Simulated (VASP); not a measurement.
# Nb4H in VASP: further runs

The runs below take Nb4H through single point, with LDA.

All numbers are computed with VASP 6.6.1; they aren't measurements. Logs are shortened: lines on timing, memory, paths and dates and some standing lists are left out, and cuts for length are marked.

### Step 1. The slab as given

The cell holds a slab with vacuum, 5 atoms: a = 2.927 Å, b = 4.139 Å, c = 21.258 Å, α = 90.00°, β = 90.00°, γ = 90.00°.

### Step 2. Single point, LDA

Contents of INCAR:

```
SYSTEM = Nb4H
PREC = Accurate ; ENCUT = 520
EDIFF = 1E-6 ; ISMEAR = 0
SIGMA = 0.1 ; LREAL = .False.
LASPH = .True. ; NELM = 80
ALGO = Fast ; ISIF = 2
LWAVE = .False. ; LCHARG = .True.
LDIPOL = .True. ; IDIPOL = 3
DIPOL = 0.5 0.5 0.313 ; GGA = CA
LELF = .True. ; LVHAR = .True.
LVACPOTAV = .True. ; NBANDS = 34
```

Contents of KPOINTS:

```
Automatic mesh
0
Gamma
  9 7 1
  0 0 0
```

Contents of POSCAR:

```
Nb4H
1.0
    2.9270177669      0.0000000000      0.0000000000
    0.0000000000      4.1394282232      0.0000000000
    0.0000000000      0.0000000000     21.2576690685
Nb H
4 1
Direct
    0.5000000000      0.5000000000      0.1881673850
    0.0000000000      0.0000000000      0.2570135449
    0.5000000000      0.5000000000      0.3306382692
    0.0000000000      0.0000000000      0.3884559987
    0.0000000000      0.5000000000      0.4025685526
```

Potentials or basis: VASP PAW LDA potentials, release 64 (Nb_sv, H).

Launch:

```console
$ cat potpaw_LDA.64/Nb_sv/POTCAR potpaw_LDA.64/H/POTCAR > POTCAR
$ mpirun -np 1 vasp_std > vasp.out
```

OUTCAR:

```text
SYSTEM = Nb4H
   PREC = Accurate
   ENCUT = 520
   EDIFF = 1E-6
   ISMEAR = 0
   LREAL = .False.
   LASPH = .True.
   NELM = 80
   ISIF = 2
   GGA = CA

 ion  position               nearest neighbor table
   1  0.500  0.500  0.188-   2 2.93   2 2.93   2 2.93   2 2.93   3 3.03
   2  0.000  0.000  0.257-   4 2.79   1 2.93   1 2.93   1 2.93   1 2.93   3 2.98   3 2.98   3 2.98
                             3 2.98
   3  0.500  0.500  0.331-   4 2.82   4 2.82   4 2.82   4 2.82   2 2.98   2 2.98   2 2.98   2 2.98
                             1 3.03
   4  0.000  0.000  0.388-   2 2.79   3 2.82   3 2.82   3 2.82   3 2.82
   5  0.000  0.500  0.403-

  LATTYP: Found a simple orthorhombic cell.
 ALAT       =     2.9270177669
 B/A-ratio  =     1.4142135624
 C/A-ratio  =     7.2625691955

  Lattice vectors:

 A1 = (   2.9270177669,   0.0000000000,   0.0000000000)
 A2 = (   0.0000000000,   4.1394282232,   0.0000000000)
 A3 = (   0.0000000000,   0.0000000000,  21.2576690685)

Analysis of symmetry for initial positions (statically):
=====================================================================
 Subroutine PRICEL returns:
 Original cell was already a primitive cell.

 Routine SETGRP: Setting up the symmetry group for a
 simple orthorhombic supercell.

 Subroutine GETGRP returns: Found  4 space group operations
 (whereof  4 operations were pure point group operations)
 out of a pool of  8 trial point group operations.

The static configuration has the point symmetry C_2v.

Analysis of symmetry for dynamics (positions and initial velocities):
=====================================================================
 Subroutine PRICEL returns:
 Original cell was already a primitive cell.

 Routine SETGRP: Setting up the symmetry group for a
 simple orthorhombic supercell.

 Subroutine GETGRP returns: Found  4 space group operations
 (whereof  4 operations were pure point group operations)
 out of a pool of  8 trial point group operations.

The dynamic configuration has the point symmetry C_2v.

 Subroutine INISYM returns: Found  4 space group operations
 (whereof  4 operations are pure point group operations),
 and found     1 'primitive' translations

----------------------------------------------------------------------------------------

                                     Primitive cell

  volume of cell :     257.5617

  direct lattice vectors                    reciprocal lattice vectors
     2.927017767  0.000000000  0.000000000     0.341644663  0.000000000  0.000000000
     0.000000000  4.139428223  0.000000000     0.000000000  0.241579258  0.000000000
     0.000000000  0.000000000 21.257669069     0.000000000  0.000000000  0.047041846

  length of vectors
     2.927017767  4.139428223 21.257669069     0.341644663  0.241579258  0.047041846

  position of ions in fractional coordinates (direct lattice)
     0.500000000  0.500000000  0.188167385
     0.000000000  0.000000000  0.257013545
     0.500000000  0.500000000  0.330638269
     0.000000000  0.000000000  0.388455999
     0.000000000  0.500000000  0.402568553

  ion indices of the primitive-cell ions
   primitive index   ion index
                 1           1
                 2           2
                 3           3
                 4           4
                 5           5

----------------------------------------------------------------------------------------

 KPOINTS: Automatic mesh

Automatic generation of k-mesh.
 Grid dimensions read from file:
 generate k-points for:    9    7    1

 Generating k-lattice:

  Cartesian coordinates                     Fractional coordinates (reciprocal lattice)
     0.037960518  0.000000000  0.000000000     0.111111111  0.000000000  0.000000000
     0.000000000  0.034511323  0.000000000     0.000000000  0.142857143  0.000000000
     0.000000000  0.000000000  0.047041846     0.000000000  0.000000000  1.000000000

  Length of vectors
     0.037960518  0.034511323  0.047041846

  Shift w.r.t. Gamma in fractional coordinates (k-lattice)
     0.000000000  0.000000000  0.000000000

 Subroutine IBZKPT returns following result:
 ===========================================

 Found     20 irreducible k-points:

 Following reciprocal coordinates:
            Coordinates               Weight
  0.000000  0.000000  0.000000      1.000000
  0.111111  0.000000  0.000000      2.000000
  0.222222  0.000000  0.000000      2.000000
  0.333333  0.000000  0.000000      2.000000
  0.444444  0.000000  0.000000      2.000000
  0.000000  0.142857  0.000000      2.000000
[... 12 lines left out ...]
  0.333333  0.428571  0.000000      4.000000
  0.444444  0.428571  0.000000      4.000000
   k-points           NKPTS =     20   k-points in BZ     NKDIM =     20   number of bands    NBANDS=     34
   number of dos      NEDOS =    301   number of ions     NIONS =      5
   total plane-waves  NPLWV = 122880
   dimension x,y,z NGX =    24 NGY =   32 NGZ =  160
   dimension x,y,z NGXF=    48 NGYF=   64 NGZF=  320
   ions per type =               4   1
   NGX,Y,Z   is equivalent  to a cutoff of  13.63, 12.85, 12.51 a.u.
   NGXF,Y,Z  is equivalent  to a cutoff of  27.26, 25.70, 25.03 a.u.
 SYSTEM =  Nb4H
   PREC   = accura    normal or accurate (medium, high low for compatibility)
   ISTART =      0    job   : 0-new  1-cont  2-samecut
   ICHARG =      2    charge: 1-file 2-atom 10-const
   ISPIN  =      1    spin polarized calculation?
   LNONCOLLINEAR =      F non collinear calculations
   LSORBIT =      F    spin-orbit coupling
   LASPH  =      T    aspherical Exc in radial PAW
   ENCUT  =  520.0 eV  38.22 Ry    6.18 a.u.   5.44  7.70 39.53*2*pi/ulx,y,z
   NELM   =     80;   NELMIN=  2; NELMDL= -5     # of ELM steps
   EDIFF  = 0.1E-05   stopping-criterion for ELM
   LREAL  =      F    real-space projection
   EDIFFG = 0.1E-04   stopping-criterion for IOM
   NSW    =      0    number of steps for IOM
   IBRION =     -1    ionic relax: 0-MD 1-quasi-New 2-CG
   NFREE  =      0    steps in history (QN), initial steepest desc. (CG)
   ISIF   =      2    stress and relaxation
   ISYM   =      2    0-nonsym 1-usesym 2-fastsym
   POTIM  = 0.5000    time-step for ionic-motion
   TEBEG  =    0.0;   TEEND  =   0.0 temperature during run
   PSTRESS=    0.0 pullay stress
   NELECT =      53.0000    total number of electrons
   NUPDOWN=      -1.0000    fix difference up-down
   EMIN   =  10.00;   EMAX   =-10.00  energy-range for DOS
   EFERMI =   0.00;   METHOD = LEGACY
   ISMEAR =     0;   SIGMA  =   0.10  broadening in eV -4-tet -1-fermi 0-gaus
   EFERMI_NEDOS =   21; number of points for ismear=-14 and -15
   IALGO  =     68    algorithm
   IMIX   =      4    mixing-type and parameters
     AMIX     =   0.40;   BMIX     =  1.00
     AMIX_MAG =   1.60;   BMIX_MAG =  1.00
  volume/ion in A,a.u.               =      51.51       347.62
  Fermi-wavevector in a.u.,A,eV,Ry     =   0.966510  1.826439 12.709767  0.934142
  Thomas-Fermi vector in A             =   2.096318
   LORBIT       =      0    0 simple, 1 ext, 2 COOP (PROOUT), +10 PAW based schemes
   GGA     = CA    functional components
   LHFCALC =     F    Hartree Fock is set to
   AEXX    =    0.0000 exact exchange contribution
   IVDW    =     0    specifies the selected vdW correction
   LEPSILON=     F    determine dielectric tensor
   LRPA    =     F    only Hartree local field effects (RPA)
 non-spin polarized calculation
 RMM-DIIS sequential band-by-band and
 Gauss-broadening in eV      SIGMA  =   0.10
  energy-cutoff  :      520.00
  volume of cell :      257.56
 maximum number of plane-waves:      6993
 NGX is ok and might be reduce to    24
   NGX = 11   NGY = 15   NGZ = 79

 dipolmoment           0.000000      0.000000     -0.005200 electrons x Angstroem

 number of electron      52.9999999 magnetization

 dipolmoment           0.000000      0.000000      0.015056 electrons x Angstroem

 Free energy of the ion-electron system (eV)
  ---------------------------------------------------
  ext. energy  EPLUGINS =         0.00000000
  ---------------------------------------------------
  free energy    TOTEN  =       -44.02215583 eV

  energy without entropy =      -43.99092966  energy(sigma->0) =      -44.00654275

 E-fermi :   0.4937     XC(G=0):  -4.7194

 val. band max:        0.4447682225   @ k =   0.4444   0.2857   0.0000
 cond. band min:       0.4959870258   @ k =   0.0000   0.1429   0.0000
 fundamental gap:      0.0512188033
 Fermi energy:         0.4937288290

 k-point     1 :       0.0000    0.0000    0.0000
  band No.  band energies     occupation
      1     -54.1043      2.00000
      2     -54.0554      2.00000
      3     -53.8022      2.00000
      4     -53.7317      2.00000
      5     -30.8048      2.00000
      6     -30.5233      2.00000
[... 26 lines left out ...]
     33       2.2072      0.00000
     34       2.7373      0.00000

 k-point     2 :       0.1111    0.0000    0.0000
  band No.  band energies     occupation
      1     -54.0892      2.00000
      2     -54.0419      2.00000
      3     -53.7963      2.00000
      4     -53.7283      2.00000
      5     -30.7619      2.00000
      6     -30.5261      2.00000
[... 26 lines left out ...]
     33       2.5663      0.00000
     34       2.8399      0.00000

 k-point     3 :       0.2222    0.0000    0.0000
  band No.  band energies     occupation
      1     -54.0514      2.00000
      2     -54.0044      2.00000
      3     -53.7830      2.00000
      4     -53.7199      2.00000
      5     -30.6411      2.00000
      6     -30.5651      2.00000
[... 26 lines left out ...]
     33       2.7094      0.00000
     34       2.8954      0.00000
[... 556 lines left out ...]
 k-point    19 :       0.3333    0.4286    0.0000
  band No.  band energies     occupation
      1     -54.0020      2.00000
      2     -53.9251      2.00000
      3     -53.7970      2.00000
      4     -53.7206      2.00000
      5     -30.8042      2.00000
      6     -30.7006      2.00000
[... 26 lines left out ...]
     33       2.5957      0.00000
     34       2.6544      0.00000

 k-point    20 :       0.4444    0.4286    0.0000
  band No.  band energies     occupation
      1     -53.9836      2.00000
      2     -53.9051      2.00000
      3     -53.7792      2.00000
      4     -53.7029      2.00000
      5     -30.9375      2.00000
      6     -30.8087      2.00000
[... 26 lines left out ...]
     33       2.4928      0.00000
     34       3.0948      0.00000

------------------------ aborting loop because EDIFF is reached ----------------------------------------

  FORCE on cell =-STRESS in cart. coord.  units (eV):
  Direction    XX          YY          ZZ          XY          YZ          ZX
  --------------------------------------------------------------------------------------
  -------------------------------------------------------------------------------------
  Total       -6.1136156     -3.7570302     -3.0327663      0.0000000      0.0000000      0.0000000
  in kB      -38.0300904    -23.3708179    -18.8654934      0.0000000      0.0000000      0.0000000
  external PRESSURE =     -26.7554672 kB  Pullay stress =       0.0000000 kB

 VOLUME and BASIS-vectors are now :
 -----------------------------------------------------------------------------
  energy-cutoff  :      520.00
  volume of cell :      257.56
      direct lattice vectors                 reciprocal lattice vectors
     2.927017767  0.000000000  0.000000000     0.341644663  0.000000000  0.000000000
     0.000000000  4.139428223  0.000000000     0.000000000  0.241579258  0.000000000
     0.000000000  0.000000000 21.257669069     0.000000000  0.000000000  0.047041846

 POSITION                                       TOTAL-FORCE (eV/Angst)
 -----------------------------------------------------------------------------------
      1.46351      2.06971      4.00000         0.000000      0.000000      1.468716
      0.00000      0.00000      5.46351         0.000000      0.000000     -1.266493
      1.46351      2.06971      7.02860         0.000000      0.000000      0.107860
      0.00000      0.00000      8.25767         0.000000      0.000000      0.280416
      0.00000      2.06971      8.55767         0.000000      0.000000     -0.590498
 -----------------------------------------------------------------------------------
    total drift:                                0.000000      0.000000      0.005358

  FREE ENERGIE OF THE ION-ELECTRON SYSTEM (eV)
  ---------------------------------------------------
  free  energy   TOTEN  =       -44.0221558309 eV

  energy  without entropy=      -43.9909296649  energy(sigma->0) =      -44.00654275

 vacuum level on the upper side and lower side of the slab         4.582         4.357
```

Wall time 19 min (1 thread of AMD EPYC 7R43 (Zen 3), shared host); peak memory 0.29 GiB.

What came out:

| Item | Value |
| --- | --- |
| Free energy | -44.0222 eV |
| Largest force | 1.469 eV/Å |
| Band gap on the k mesh | none (metal or under the smearing width) |
| Work function of the upper face | 4.09 eV |
| Work function of the lower face | 3.86 eV |

Forces in eV/Å, atoms in the order of the input:
```
Nb   0.000  0.000  1.469
Nb   0.000  0.000 -1.266
Nb   0.000  0.000  0.108
Nb   0.000  0.000  0.280
H    0.000  0.000 -0.590
```

### Step 3. Single point, LDA

Contents of INCAR:

```
SYSTEM = Nb4H
PREC     = Accurate       ! precision mode
ENCUT    = 520            ! plane-wave cutoff, eV
EDIFF    = 1E-6           ! SCF threshold, eV
ISMEAR   = 0              ! smearing method
SIGMA    = 0.1            ! smearing width, eV
LREAL    = .FALSE.        ! projectors in reciprocal space
LASPH    = .TRUE.         ! aspherical terms in the spheres
NELM     = 100            ! most SCF steps
ALGO     = Fast           ! electronic algorithm
ISIF     = 2              ! what is computed and relaxed
LWAVE    = .FALSE.        ! write WAVECAR
LCHARG   = .TRUE.         ! write CHGCAR
LDIPOL   = .TRUE.       
IDIPOL   = 3            
DIPOL    = 0.5 0.5 0.339
LELF     = .TRUE.         ! ELF
LVHAR    = .TRUE.       
LVACPOTAV= .TRUE.       
NBANDS   = 34             ! bands
```

Contents of KPOINTS:

```
Automatic mesh
0
G
  9 7 1
  0 0 0
```

POSCAR: that of step 2 with these lines changed.

```diff
@@ -12,2 +12,2 @@
     0.0000000000      0.0000000000      0.3884559987
-    0.0000000000      0.5000000000      0.4025685526
+    0.0000000000      0.3333333333      0.5300519559
```

Potentials or basis: VASP PAW LDA potentials, release 64 (Nb_sv, H).

Launch:

```console
$ cat potpaw_LDA.64/Nb_sv/POTCAR potpaw_LDA.64/H/POTCAR > POTCAR
$ mpirun -np 1 vasp_std > vasp.out
```

Run time: 19 min. Hardware: 1 thread of AMD EPYC 7R43 (Zen 3), shared host; peak memory 0.29 GiB.

The run converged. Its results:

```
Free energy                     : -40.9797 eV
Largest force                   : 1.420 eV/Å
Band gap on the k mesh          : none (metal or under the smearing width)
Work function of the upper face : 6.37 eV
Work function of the lower face : 3.84 eV
```

Forces in eV/Å, atoms in the order of the input:
```
Nb   0.000  0.023  1.397
Nb   0.000 -0.030 -1.420
Nb   0.000 -0.149 -0.128
Nb   0.000  0.403  0.943
H    0.000 -0.246 -0.793
```

Levels at points of the mesh, in eV from the Fermi level:
```
           k point  band 22  band 23  band 24  band 25  band 26  band 27  band 28  band 29  band 30  band 31
(0.00, 0.00, 0.00)    -1.74    -1.30    -0.95    -0.47    -0.29     0.25     0.34     0.35     0.66     1.56
```
